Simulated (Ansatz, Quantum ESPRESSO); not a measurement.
# AlP (F-43m): phonons by linear response, part 4 of 4

Aim: the phonon dispersion of AlP (F-43m), checked by a second program.

Quantum ESPRESSO 7.5; DFT PBE, scalar-relativistic, plane waves, GBRV ultrasoft pseudopotentials.

So far. Step 9 (Zone-centre analysis): The rule moves no optical mode by more than 0.1 cm⁻¹. Step 12 (The LO-TO splitting (1 0 0)): The field moves one mode, from 427 to 482 cm⁻¹; the others stay.

The database entry behind the starting cell differs from later determinations by our own check (0.1 to 0.3 % short, probably kX units), so it need not match the best structure at ambient conditions.

**14. Cross-check with Ansatz**

The same cell goes through another code, with its own cutoff. It uses its own PAW datasets, so the potentials differ. Its k mesh is centred on Γ.

This step: DFT PBE, scalar-relativistic, plane waves, PAW (Ansatz 0.2.0).

input.yaml

```yaml
crystal:
  lattice:
    - [-2.7527087604, 0.0, 2.7527087604]
    - [0.0, 2.7527087604, 2.7527087604]
    - [-2.7527087604, 2.7527087604, 0.0]
  atoms:
    - { symbol: Al, position: [0.0, 0.0, 0.0] }
    - { symbol: P, position: [0.25, 0.25, 0.25] }
kpoints:
  mp_grid: { grid: [8, 8, 8] }
hamiltonian:
  xc: pbe
scf:
  occupations: { method: fixed }
output:
  eigenvalues: true
phonons:
  method: dfpt
  dielectric: true
  rigid_motions: translations
  qmesh: [4, 4, 4]
  temperatures: { t_max: 1000, t_step: 50 }
  qpath:
    path:
      - [[0.0, 0.0, 0.0], [0.0, 0.5, 0.5], [0.0, 0.625, 0.375]]
      - [[-0.375, 0.375, 0.0], [0.0, 0.0, 0.0], [0.0, 0.5, 0.0], [-0.25, 0.5, 0.25], [0.0, 0.5, 0.5]]
    npoints: 12
```

Launch:

```sh
> ansatz run input.yaml --threads 4 --pin off --max-ram 8192MiB --backend cpu --events-out ev --progress --plain --runs-dir out
```

Numbers of over 12 decimals in the logs are rounded to 6 here.

Output:

```text
Warning: phonons: the dynamical matrix that this run interpolates holds no multipole term above the dipole-dipole one, and a site of this crystal is no centre of inversion, so its interpolated transverse optical and acoustic branches and sound speeds can stay off near Gamma, and the density of states and the thermodynamics with them. What a run solves at a wave vector of phonons.qpoints, Gamma apart, where the deck admits one, is free of this, and under fd what a larger phonons.supercell samples
Engine: ansatz 0.2.0, aarch64-unknown-linux-gnu
Pseudopotentials: kind: paw
Pseudopotential: Al, paw, valence charge 3, recommended cutoff 420 eV (normal), Al.paw.azcp
Pseudopotential: P, paw, valence charge 5, recommended cutoff 420 eV (normal), P.paw.azcp
Functional definition: PBE
  parameter kappa = 0.804
  parameter beta = 0.066725
  exchange = pbe_x(kappa = kappa, mu = beta*pi^2/3)
  correlation = pbe_c(beta = beta)
Crystal: 2 atoms, lattice volume = 41.717 Å³
Basis set: ecut = 420 eV, 869 PW (Γ), exchange–correlation on 54×54×54 points (8 copies of the dense FFT grid, shifted against one another)
Bands: 8, of which v1, the nominal top of the filled ones, is band 4 counted from 1 (3 counted from 0)
Symmetry: 24 space group operations
k-points: 95 of 512 (irreducible under 4 space group operations, time reversal used)
Non-local potential: Al, projectors of the file, l = 0: 2, l = 1: 2, l = 2: 1
Non-local potential: P, projectors of the file, l = 0: 2, l = 1: 2, l = 2: 2
PAW form: soft (Blöchl's): semilocal exchange-correlation on the pseudo side does not see the compensation charge
PAW one-centre angular grid: Al, 110 points (default); XC on 64 Gauss nodes
PAW one-centre angular grid: P, 110 points (default); XC on 64 Gauss nodes
Initial density: superposition of atomic densities (neutral atoms: chi_scale 0, normalization atom), corrected by the library's trained network
Initial wavefunctions: pseudopotential atomic-orbital guess
Functional: x = pbe(κ = 0.804, μ = 0.219515), c = pbe(β = 0.066725)
SCF iter   1: F=—  HF=-1294.443587 eV  |F-HF|=—  |Δ(HF+E_count)|=         —  Δρ=1.32e-3  dr2=1.25e-3  ethr=1.77e-3  ⟨swp⟩=5.5  Hψ=5581  notcnv=0  defer=176
preconditioner: auto → none  [insulator: Δε(μ)=1.613 eV  Ē_g=9.850 eV  n_scr=8 (ndim 8)  ℏωp=16.3 eV  f_vac=0.000  ε∞_Penn≈3.7]
SCF iter   2: F=—  HF=-1294.443215 eV  |F-HF|=—  |Δ(HF+E_count)|=   3.73e-4  Δρ=3.99e-4  dr2=5.58e-5  ethr=1.56e-5  ⟨swp⟩=2.7  Hψ=2030  notcnv=0  defer=185
SCF iter   3: F=—  HF=-1294.443272 eV  |F-HF|=—  |Δ(HF+E_count)|=   5.75e-5  Δρ=1.71e-4  dr2=8.29e-6  ethr=6.98e-7  ⟨swp⟩=2.2  Hψ=1107  notcnv=0  defer=180
SCF iter   4: F=—  HF=-1294.443284 eV  |F-HF|=—  |Δ(HF+E_count)|=   1.14e-5  Δρ=2.31e-5  dr2=3.79e-7  ethr=1.04e-7  ⟨swp⟩=2.5  Hψ=1154  notcnv=0  defer=158
SCF iter   5: F=—  HF=-1294.443283 eV  |F-HF|=—  |Δ(HF+E_count)|=   6.06e-7  Δρ=5.04e-6  dr2=1.52e-8  ethr=4.74e-9  ⟨swp⟩=2.1  Hψ=1127  notcnv=0  defer=130
SCF iter   6: F=—  HF=-1294.443283 eV  |F-HF|=—  |Δ(HF+E_count)|=   1.88e-9  Δρ=1.34e-6  dr2=1.16e-9  ethr=1.90e-10  ⟨swp⟩=2.7  Hψ=1281  notcnv=0  defer=131
SCF iter   7: F=—  HF=-1294.443283 eV  |F-HF|=—  |Δ(HF+E_count)|=  3.46e-10  Δρ=4.90e-7  dr2=1.56e-10  ethr=1.25e-12  ⟨swp⟩=10.5  Hψ=5922  notcnv=0
SCF iter   8: F=-1294.443283 eV  HF=-1294.443283 eV  |F-HF|=3.18e-12  |Δ(HF+E_count)|=  5.07e-11  Δρ=7.72e-8  dr2=4.00e-12  ethr=1.25e-12  ⟨swp⟩=6.0  Hψ=2940  notcnv=0
SCF 1 converged in 8 iterations: F = -1294.443283 eV  dr2 = 4.00e-12
  greatest PAW one-centre occupation: 0.780 electrons in one spin orbital (limit 2), on the P atom at site 1 (counted from 0), in its partial waves of l = 0
DFPT response loops at Γ: preconditioner auto → none (the input reference at scf.mixing.eps_inf says where Resta's filter doesn't serve); β = 0.50; Broyden in place of MSR1
── the response to a field inside a basis, on 8×8×8 k-points: an SCF that follows is theirs, and a resumed run solves both again ──
Bands: 5, of which v1, the nominal top of the filled ones, is band 4 counted from 1 (3 counted from 0)
k-points: 60 of 512 (irreducible under 6 space group operations, time reversal used)
Initial density: handed on by an earlier stage of this run
Initial wavefunctions: pseudopotential atomic-orbital guess (no wavefunctions were taken with the density)
Eigensolver: Dense (60 Hₖ)
SCF iter   1: F=—  HF=-1294.443917 eV  |F-HF|=—  |Δ(HF+E_count)|=         —  Δρ=5.33e-5  dr2=1.10e-6  ethr=1.00e-1
preconditioner: auto → none  [insulator: Δε(μ)=1.824 eV  Ē_g=7.734 eV  n_scr=8 (ndim 8)  ℏωp=16.3 eV  f_vac=0.000  ε∞_Penn≈5.4]
SCF iter   2: F=-1294.443917 eV  HF=-1294.443917 eV  |F-HF|=1.70e-7  |Δ(HF+E_count)|=   1.64e-7  Δρ=2.43e-5  dr2=7.49e-8  ethr=1.38e-8
SCF 1 converged in 2 iterations: F = -1294.443917 eV  dr2 = 7.49e-8
DFPT response loops at Γ: mixed as the last ones told, above
WARN: field response: ε∞ stands inside a basis, on 8×8×8 points; the force constants stand on the 8×8×8 k-mesh, whose period is 13.28 times the interband length at k = (0.0000, 0.0000, 0.0000), direct gap 3.096 eV, under 14: take them and everything formed from them as unconverged, and compare with a denser kpoints.mp_grid
NSCF: frozen V_eff on 29 k-points
NSCF: frozen V_eff on 576 k-points
DFPT response loops at q = (0, 0, 0.25) (fractional): mixed as the last ones told, above
NSCF: frozen V_eff on 300 k-points
DFPT response loops at q = (0, 0, -0.5) (fractional): preconditioner auto → Resta (q_TF=auto, 2.072 Å⁻¹)  ε∞=6.1 (no band partly filled); β = 1.00, the filter's whole step (`scf.mixing.beta` (0.50) is not read by the response loops at its default; to damp them type it under 1.00, their step now; it binds the ground state too); Broyden in place of MSR1
NSCF: frozen V_eff on 328 k-points
DFPT response loops at q = (0, 0.25, 0.25) (fractional): preconditioner auto → none (the input reference at scf.mixing.eps_inf says where Resta's filter doesn't serve); β = 0.50; Broyden in place of MSR1
NSCF: frozen V_eff on 1024 k-points
DFPT response loops at q = (0, 0.25, -0.5) (fractional): preconditioner auto → Resta (q_TF=auto, 2.072 Å⁻¹)  ε∞=6.1 (no band partly filled); β = 1.00, the filter's whole step (`scf.mixing.beta` (0.50) is not read by the response loops at its default; to damp them type it under 1.00, their step now; it binds the ground state too); Broyden in place of MSR1
NSCF: frozen V_eff on 576 k-points
DFPT response loops at q = (0, 0.25, -0.25) (fractional): preconditioner auto → none (the input reference at scf.mixing.eps_inf says where Resta's filter doesn't serve); β = 0.50; Broyden in place of MSR1
NSCF: frozen V_eff on 190 k-points
DFPT response loops at q = (0, -0.5, -0.5) (fractional): preconditioner auto → Resta (q_TF=auto, 2.072 Å⁻¹)  ε∞=6.1 (no band partly filled); β = 1.00, the filter's whole step (`scf.mixing.beta` (0.50) is not read by the response loops at its default; to damp them type it under 1.00, their step now; it binds the ground state too); Broyden in place of MSR1
NSCF: frozen V_eff on 328 k-points
DFPT response loops at q = (0.25, -0.5, -0.25) (fractional): preconditioner auto → none (the input reference at scf.mixing.eps_inf says where Resta's filter doesn't serve); β = 0.50; Broyden in place of MSR1
SCF converged after 8 iterations
Free energy (F): -1294.443283 eV
Harris-Foulkes:  -1294.443283 eV  (|F-HF|=3.18e-12)
Internal energy: -1294.443283 eV  (E = F + TS)
E sigma→0 (E₀):  -1294.443283 eV
Fermi energy:    4.808248 eV
--- Per-component energies (eV) ---
  E_band       = 3.416557
  E_kinetic    = 93.150961
  E_local      = -84.040240  (includes V_loc(G=0)·N_el)
  E_nonlocal   = 44.441499
  E_hartree    = 25.441957
  E_xc         = -101.271557
  E_vxc        = -89.713583  (∫ρ·V_xc dr)
  E_paw        = -1036.841243  (= ΣΔE_a)
  E_vpaw       = -11.306008  (= ΣTr[D̂ρ^β])
  E_aug_tail   = 0.000001  (compensation charges beyond the density's cutoff)
  E_ewald      = -235.324660
  E_smearing   = -0.000000  (= −TS)
  E_closure    = -0.000000  (closes the sum)
  Σ components = -1294.443283   (vs F -1294.443283, Δ=0.00e0)
--- Band table (eV; the first three rows and the last of 95) ---
  k-point 0: bands = ["-6.5508", "4.8082", "4.8082", "4.8082", "7.9043", "9.3365", "9.3365", "9.3365"]
  k-point 1: bands = ["-6.3835", "3.5945", "4.6640", "4.6640", "8.3758", "9.6125", "9.6125", "9.8017"]
  k-point 2: bands = ["-5.9135", "1.6822", "4.3765", "4.3765", "8.0384", "9.9199", "9.9199", "11.5843"]
  k-point 94: bands = ["-4.2963", "-0.4120", "2.7602", "2.7602", "6.4380", "7.2851", "15.6587", "15.6587"]
--- Phonons (Γ-DFPT): 2 representative perturbations + reference, on 95 of 512 k-points (Σ response iterations 6) ---
  k mesh reduced under 4 symmetry operations, with k and −k counted as one. Each operation leaves every solved perturbation unchanged. A smaller set is not considered because the run solves the response to a homogeneous field
  ASR residual: 6.249e-5 → 0.000e0 eV/Å²; symmetrization residual: 6.619e-7 eV/Å²
  ASR residual per site (eV/Å²): 4.36e-5 6.25e-5
  Γ frequencies (cm⁻¹): 0.00 0.00 0.00 427.25 427.25 427.25
  ε∞ (high-frequency dielectric tensor):
        8.117811    -0.000000     0.000000
       -0.000000     8.117811     0.000000
        0.000000     0.000000     8.117811
  ε⁰ (static dielectric tensor: ions relaxed, cell fixed):
       10.376198    -0.000000     0.000000
       -0.000000    10.376198     0.000000
        0.000000     0.000000    10.376198
  ε⁰ − ε∞ (ionic part):
        2.258387    -0.000000     0.000000
       -0.000000     2.258387     0.000000
        0.000000     0.000000     2.258387
  softest optical mode at Γ: 427.25 cm⁻¹; the repairs (sum rule, projections) moved no ω² at Γ by more than (0.77 cm⁻¹)²
  Born effective charges Z* (e; rows j = field, columns β = displacement):
    site 0:
         2.24498   -0.00000    0.00000
        -0.00000    2.24498    0.00000
         0.00000    0.00000    2.24498
    site 1:
        -2.24498    0.00000   -0.00000
         0.00000   -2.24498   -0.00000
        -0.00000   -0.00000   -2.24498
  Z* charge neutrality: 4.483e-4 e pre-enforcement
  solved inside a basis spanned on kpoints, on 8×8×8 k-points, its susceptibility summed on 12×12×12: ε∞ is read to err by 2.2e-2, Z* by 7.7e-3 e (field_mesh: kpoints solves on kpoints); Z* is corrected for what the basis lacks
  optical modes at Γ without the LO–TO term, one row a degenerate level:
      ω (cm⁻¹)  modes    IR ((D/Å)²/amu)
        427.25      3            24.1902
  optical modes at Γ + LO–TO along q̂ = [1.0000, 0.0000, 0.0000]:
      ω (cm⁻¹)  modes    IR ((D/Å)²/amu)
        427.25      2            16.1268
        483.04      1             8.0634
  optical modes at Γ + LO–TO along q̂ = [0.0000, 1.0000, 0.0000]:
      ω (cm⁻¹)  modes    IR ((D/Å)²/amu)
        427.25      2            16.1268
        483.04      1             8.0634
  optical modes at Γ + LO–TO along q̂ = [0.0000, 0.0000, 1.0000]:
      ω (cm⁻¹)  modes    IR ((D/Å)²/amu)
        427.25      2            16.1268
        483.04      1             8.0634
--- Phonons (arbitrary-q DFPT): 8 irreducible q on the 4×4×4 mesh ---
  q = [0.0000, 0.0000, 0.0000] (star 1, of the zone-centre solve; hermiticity 1.37e-7, symmetrization 7.34e-16): 0.00 0.00 0.00 427.25 427.25 427.25
  q = [0.0000, 0.0000, 0.2500] (star 8, 2 solved perturbations on 288 of 512 k-point pairs; hermiticity 7.69e-8, symmetrization 6.76e-15): 86.13 86.13 207.87 417.17 417.17 453.93
  q = [0.0000, 0.0000, -0.5000] (star 4, 2 solved perturbations on 150 of 512 k-point pairs; hermiticity 4.63e-8, symmetrization 2.85e-14): 107.25 107.25 333.51 390.35 412.96 412.96
  q = [0.0000, 0.2500, 0.2500] (star 6, 4 solved perturbations in 528 linear systems a pass and spin channel, the states on 164 of 512 k-point pairs; hermiticity 6.71e-8, symmetrization 4.52e-15): 118.93 118.93 212.79 406.71 406.71 460.87
  q = [0.0000, 0.2500, -0.5000] (star 24, 4 solved perturbations in 1600 linear systems a pass and spin channel, the states on 512 of 512 k-point pairs; hermiticity 8.37e-8, symmetrization 8.54e-15): 135.48 179.80 293.48 387.17 401.83 420.77
  q = [0.0000, 0.2500, -0.2500] (star 12, 4 solved perturbations in 904 linear systems a pass and spin channel, the states on 288 of 512 k-point pairs; hermiticity 7.27e-8, symmetrization 6.17e-15): 124.68 177.76 262.33 390.56 405.86 429.79
  q = [0.0000, -0.5000, -0.5000] (star 3, 4 solved perturbations in 308 linear systems a pass and spin channel, the states on 95 of 512 k-point pairs; hermiticity 1.02e-7, symmetrization 3.52e-15): 144.66 144.66 346.82 397.90 397.90 403.61
  q = [0.2500, -0.5000, -0.2500] (star 6, 4 solved perturbations in 502 linear systems a pass and spin channel, the states on 164 of 512 k-point pairs; hermiticity 3.77e-8, symmetrization 4.39e-15): 175.02 195.19 316.44 350.04 400.94 415.74
  sum rule: each row above includes the acoustic sum rule's correction from the zone centre's row sums; it moved no ω² by more than (0.74 cm⁻¹)²
  mesh force constants: q→R imaginary residual 1.78e-18; ASR residual 6.249e-5 → 0.000e0 eV/Å²; symmetrization residual 8.882e-15 eV/Å²
  interpolated dispersion: 75 rows × 6 modes
  density of states and harmonic sums: on the 20×20×20 q-mesh, interpolated from the force constants of a 4×4×4 supercell (with the dipole–dipole term)
  largest difference from the sums on the solved wave vectors: F 9.16e-3 eV, S 1.32e-5 and C_V 4.00e-6 eV/K
  zero-point energy: 0.110463 eV/cell   skipped modes (ω ≤ 0): 3   left out of the sums: 6.25e-5 of the cell's modes: C_V's classical limit lies that fraction below 3 k_B per atom; for a crystal, a wire or a layer, F and S can be off by more, and a phonons.interpolated_qmesh denser along its periods is the remedy for the sampling
```

The job ended after 34 s (4 threads of Arm Neoverse V2, shared host; peak memory 0.7 GiB).

Read from the output:

| Quantity | Value |
| --- | --- |
| gap on the k-mesh | 1.630 eV |
| sum-rule residual before enforcement | 6.25e-5 eV/Å² |
| miss of the charge sum rule | 4.48e-4 e |
| estimated error of the dielectric tensor | 0.02211 |
| estimated error of the Born charges | 0.007683 e |
| lowest frequency on the path | 0 cm⁻¹ |
| mean frequency | 297 cm⁻¹ |
| Debye temperature (second moment) | 598 K |
| logarithmic mean frequency | 264.2 cm⁻¹ |
| highest optical zone-centre mode (no LO-TO term) | 427.2 cm⁻¹ |
| lowest optical zone-centre mode | 427.2 cm⁻¹ |
| mean high-frequency dielectric constant | 8.118 |
| largest Born charge in size (third of the trace) | 2.245 e |
| mean static dielectric constant | 10.38 |

Transverse modes. Lines of the infrared spectrum (strongest = 100):

```tsv
position (cm⁻¹)	label	IR intensity ((D/Å)²/amu), degenerate modes summed, relative
427	T2	100
```

The log warns that the force constants on this k mesh are to be taken as unconverged.

**15. The two compared: QE GBRV and Ansatz, PAW**

Worked out from the results:

- root-mean-square difference: 0.39 cm⁻¹
- largest difference: 0.77 cm⁻¹
- root-mean-square difference on the path: 0.4 cm⁻¹
- largest difference on the path: 1.2 cm⁻¹

The 12 of 45 modes that differ most. Frequencies side by side:

```tsv
q (reciprocal lattice)	mode	QE GBRV (cm⁻¹)	Ansatz, PAW (cm⁻¹)
0 0 0.25	6	453.4	453.9
0 0 -0.5	4	389.6	390.4
0 0.25 0.25	6	460.3	460.9
0 0.25 -0.5	4	386.5	387.2
0 0.25 -0.5	5	401.4	401.8
0 0.25 -0.25	4	389.9	390.6
0 -0.5 -0.5	4	397.4	397.9
0 -0.5 -0.5	5	397.4	397.9
0 -0.5 -0.5	6	403.1	403.6
0.25 -0.5 -0.25	3	315.9	316.4
0.25 -0.5 -0.25	4	349.4	350
0.25 -0.5 -0.25	5	400.5	400.9
```

The two runs side by side. Further quantities:

```tsv
quantity	QE GBRV	Ansatz, PAW
mean ε∞	8.372	8.118
largest Born charge in size (e; the first before, the second after the charge sum rule)	2.279	2.245
```

The interpolated bands of the two lie on top of each other.

At the solved wavevectors the largest difference (acoustic modes at Γ apart) is 0.2 % of the highest mode; ε∞ differs by 3.1 %.

**16. What came out**

| Item | Value |
| --- | --- |
| space group after relaxation | F-43m |
| volume per atom | 20.9 Å³ |
| gap on the k-mesh | 1.63 eV |
| highest optical zone-centre mode (no LO-TO term) | 427.0 cm⁻¹ |
| highest mode moved by the LO-TO term | 481.8 cm⁻¹ |
| mean high-frequency dielectric constant | 8.37 |
| largest Born charge in size (third of the trace) | 2.28 e |
| mean static dielectric constant | 10.7 |
| q mesh | 4×4×4 |
| lowest mode on the q mesh (acoustic ones at the zone centre apart) | 86.3 cm⁻¹ |
| zero-point energy per atom | 55.2 meV |
| heat capacity at 300 K | 20.7 J/(mol atoms K) |
| vibrational entropy at 300 K | 21.3 J/(mol atoms K) |
| imaginary modes on the q mesh | none |
| largest difference from Ansatz, PAW | 0.77 cm⁻¹ |

AlP (F-43m) is dynamically stable on the 4×4×4 mesh; its spectrum reaches 482 cm⁻¹. At the PBE level the optical modes of AlP (F-43m) at the zone centre (no LO-TO term) lie at 427 cm⁻¹. Along the directions run, the highest mode that the macroscopic field moves lies at 482 cm⁻¹. Lattice motion raises the mean dielectric constant from 8.372 to 10.66. The Born charge of Al is 2.235 e against a formal charge of +3: moving the atom carries less polarisation than a rigid ion would, as is usual in tetrahedral, largely covalent crystals. The Lyddane-Sachs-Teller relation holds: (ωLO/ωTO)² is 1.27 and ε₀/ε∞ is 1.27. QE GBRV and Ansatz, PAW agree to 0.77 cm⁻¹ (0.2 % of the highest mode compared) on all solved modes but the acoustic ones at Γ, without the LO-TO term. The highest LO mode, which hangs on the field response, is 482 against 483 cm⁻¹. These are harmonic frequencies at zero temperature: anharmonic shifts and linewidths and thermal expansion are left out. Ansatz's log warns that force constants on this k mesh are to be taken as unconverged, an error that the frequencies of both programs share.

[Host names and launcher messages were left out of these logs when they were recorded.]

[Logs are printed without paths, hosts, clocks, repeated set-up lines and the standing remarks that a program may print on its own settings, such as how far it seeks lower states.]

[Hosts, paths, dates, database ids (printed as entryN), source tags and the programs' standing remarks are cut or masked in the printed files.]
